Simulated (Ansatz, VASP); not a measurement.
# ZrRh3 in two plane-wave programs, part 2 of 2

Aim: how closely do two programs agree when they are given the same cell, functional and k mesh?

VASP 6.6.1 and Ansatz 0.2.0.

So far: The starting structure; Ansatz: relaxation of cell and atoms, r2SCAN; VASP: relaxation of cell and atoms, r2SCAN.

## (3) VASP: relaxation of cell and atoms, r2SCAN (continued)

Level of this step: r2SCAN; plane waves and PAW (Zr_sv, Rh_pv) (VASP).

Numbers of over 12 decimals in the logs are rounded to 6 here.

From OUTCAR (step 3):

```text
ion  position               nearest neighbor table
   1  0.000  0.000  0.000-   2 2.77   3 2.77   4 2.77   2 2.77   3 2.77   2 2.77   4 2.77   2 2.77
                             3 2.77   4 2.77   3 2.77   4 2.77
   2  0.000  0.500  0.500-   1 2.77   3 2.77   4 2.77   1 2.77   4 2.77   1 2.77   3 2.77   1 2.77
                             3 2.77   4 2.77   4 2.77   3 2.77
   3  0.500  0.000  0.500-   1 2.77   2 2.77   4 2.77   1 2.77   4 2.77   2 2.77   4 2.77   4 2.77
                             1 2.77   2 2.77   1 2.77   2 2.77
   4  0.500  0.500  0.000-   1 2.77   2 2.77   3 2.77   2 2.77   3 2.77   1 2.77   3 2.77   3 2.77
                             1 2.77   2 2.77   2 2.77   1 2.77

  LATTYP: Found a simple cubic cell.
 ALAT       =     3.9200000000

 Subroutine GETGRP returns: Found 48 space group operations
 (whereof 48 operations were pure point group operations)

The static configuration has the point symmetry O_h .

 Found     20 irreducible k-points:

   k-points           NKPTS =     20   k-points in BZ     NKDIM =     20   number of bands    NBANDS=     35

   dimension x,y,z NGX =    30 NGY =   30 NGZ =   30
   dimension x,y,z NGXF=    60 NGYF=   60 NGZF=   60

   ENCUT  =  520.0 eV  38.22 Ry    6.18 a.u.   7.29  7.29  7.29*2*pi/ulx,y,z

   NELECT =      57.0000    total number of electrons

 k-points in reciprocal lattice and weights: Automatic mesh
   0.00000000  0.00000000  0.00000000       0.005
   0.16666667  0.00000000  0.00000000       0.028
   0.33333333  0.00000000  0.00000000       0.028
   0.50000000  0.00000000  0.00000000       0.014
   0.16666667  0.16666667  0.00000000       0.056
   0.33333333  0.16666667  0.00000000       0.111
   0.50000000  0.16666667  0.00000000       0.056
   0.33333333  0.33333333  0.00000000       0.056
   0.50000000  0.33333333  0.00000000       0.056
[...]
0.50000000  0.50000000  0.33333333       0.028
   0.50000000  0.50000000  0.50000000       0.005

 average (electrostatic) potential at core
       1 -77.5540       2 -75.9139       3 -75.9139       4 -75.9139

 E-fermi :  11.1744

 k-point     1 :       0.0000    0.0000    0.0000
  band No.  band energies     occupation
    ...
     21       8.9533      2.00000
     22       8.9533      2.00000
     23       8.9533      2.00000
     24      10.7741      1.99933
     25      10.7741      1.99933
     26      11.7511      0.00002
     27      12.2860      0.00000
     28      12.2860      0.00000
     29      12.2860      0.00000
     30      15.0673      0.00000
    ...

 k-point     2 :       0.1667    0.0000    0.0000
  band No.  band energies     occupation
    ...
     21       8.7226      2.00000
     22       9.1043      2.00000
     23       9.1043      2.00000
     24      10.5229      2.00000
     25      10.8026      1.99882
     26      11.3903      0.02629
     27      11.3903      0.02629
     28      11.4779      0.00460
     29      12.2868      0.00000
     30      13.3711      0.00000
    ...

 k-point     3 :       0.3333    0.0000    0.0000
  band No.  band energies     occupation
    ...
     25      10.0187      2.00000
     26      10.0187      2.00000
     27      10.5608      1.99999
     28      11.0285      1.89739
     29      11.1625      1.11838
     30      12.2885      0.00000
     31      13.4332      0.00000
     32      13.4332      0.00000
     33      14.2788      0.00000
     34      14.8044      0.00000
    ...

  Total       -0.0026646     -0.0026646     -0.0026646      0.0000000      0.0000000      0.0000000
  in kB       -0.0701886     -0.0701886     -0.0701886      0.0000000      0.0000000      0.0000000
  external PRESSURE =      -0.0701886 kB  Pullay stress =       0.0000000 kB

  energy-cutoff  :      520.00
  volume of cell :       60.82
      direct lattice vectors                 reciprocal lattice vectors
     3.932715947  0.000000000  0.000000000     0.254277200 -0.000000000 -0.000000000
     0.000000000  3.932715947 -0.000000000    -0.000000000  0.254277200  0.000000000
     0.000000000 -0.000000000  3.932715947    -0.000000000  0.000000000  0.254277200

 POSITION                                       TOTAL-FORCE (eV/Angst)
 -----------------------------------------------------------------------------------
      0.00000      0.00000      0.00000        -0.000000      0.000000      0.000000
      0.00000      1.96636      1.96636         0.000000      0.000000      0.000000
      1.96636     -0.00000      1.96636         0.000000     -0.000000      0.000000
      1.96636      1.96636     -0.00000        -0.000000      0.000000      0.000000
 -----------------------------------------------------------------------------------
    total drift:                                0.000000      0.000000     -0.000000

  FREE ENERGIE OF THE ION-ELECTRON SYSTEM (eV)
  ---------------------------------------------------
  free  energy   TOTEN  =       -98.1540825772 eV

  energy  without entropy=      -98.1277012145  energy(sigma->0) =      -98.14089190

 reached required accuracy - stopping structural energy minimisation

 total charge
# of ion       s       p       d       tot
------------------------------------------
    1        2.225   6.008   1.576   9.809
    2        0.437   6.265   7.186  13.888
    3        0.437   6.265   7.186  13.888
    4        0.437   6.265   7.186  13.888
--------------------------------------------------
tot          3.537  24.802  23.134  51.474

[... 3 further parts left out ...]
```

CONTCAR:

```
ZrRh3
   1.00000000000000
     3.9327159474477065    0.0000000000000000    0.0000000000000000
     0.0000000000000000    3.9327159474477065   -0.0000000000000000
     0.0000000000000000   -0.0000000000000000    3.9327159474477065
  Zr              Rh
     1     3
Direct
     0.0000000000000000    0.0000000000000000    0.0000000000000000
     0.0000000000000000    0.5000000000000000    0.5000000000000000
     0.5000000000000000    0.0000000000000000    0.5000000000000000
     0.5000000000000000    0.5000000000000000    0.0000000000000000
```

This run has no spin polarisation. Its electron count is odd, so without a moment it is a metal by construction.

## (4) Side by side

Known differences besides the potentials themselves: VASP keeps PBE cores, Ansatz makes them for the functional; both relaxations stop at a tolerance, which leaves soft axes loose, and VASP keeps its plane-wave basis; the data sets hold 63 valence electrons in Ansatz (default PAW (the set named soft_2) files) and 57 in VASP; the cutoff is 500 eV in Ansatz and 520 eV in VASP; Ansatz adds a Pulay correction to the stress that steers its cell, VASP none. Total energies have different zeros and are not compared.

The two programs side by side:

```
                                         quantity  Ansatz   VASP  difference
                                      volume (Å³)   60.66  60.82     -0.27 %
edge a after relaxation, in the typed setting (Å)   3.929  3.933     -0.09 %
```

The walks stopped with -0.03 GPa left in Ansatz and -0.01 GPa in VASP; each walk ends within a tolerance, so the volume difference is uncertain by about these residues over the bulk modulus, most in soft cells.

## (5) What came out

* difference in volume (relaxation of cell and atoms, r2SCAN): -0.27 %

**Reading.** The difference in volume is -0.27 % (relaxation of cell and atoms, r2SCAN), within the 1.2 % picked in this series as the mark of a large difference, as far as the stopping tolerances let one tell. Such differences can come from data sets, numerical settings and the points named under the comparisons, not from the functional's error against experiment.

[Lines on the potential files, build, host, timing and source positions are cut from VASP's logs without a mark.]

[Logs are printed without paths, hosts, clocks, repeated set-up lines and the standing remarks that a program may print on its own settings, such as how far it seeks lower states.]

[Hosts, paths, dates, database ids (printed as entryN), source tags and the programs' standing remarks are cut or masked in the printed files.]
